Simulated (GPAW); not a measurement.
The system is TiTe.

```xyz
2
Lattice="0.0000 3.0501 3.0501 3.0501 0.0000 3.0501 3.0501 3.0501 0.0000" Properties=species:S:1:pos:R:3 pbc="T T T"
Ti    3.0501    3.0501    3.0501
Te    0.0000    0.0000    0.0000
```

The cell comes from a database or a generator and needn't be the stable form of this composition.

Base run:

- Program: GPAW 26.7.0
- Functional: r2SCAN
- Potentials or basis: GPAW PAW data sets (gpaw-data 1.2.1)
- Cutoff: 600 eV
- Basis: pw
- k mesh: 8 × 8 × 8
- Occupations: fermi-dirac, width 0.05 eV
- Spin: no spin polarisation

Its results: band gap on the k mesh none (metal or under the smearing width); pressure -11.7 GPa.

Task: The run is repeated on the same cell with these changes: hubbard terms from none to Ti d U = 8 eV. What comes out?

Result: Band gap on the k mesh none (metal or under the smearing width); pressure -9.1 GPa.

Caveats: the PAW data sets were made with another functional, which shifts forces and pressure a little; U without spin polarisation on a metal has little footing (some runs); the U is typed as a test and isn't derived for this compound (some runs).

Not every run made on this cell is shown here.
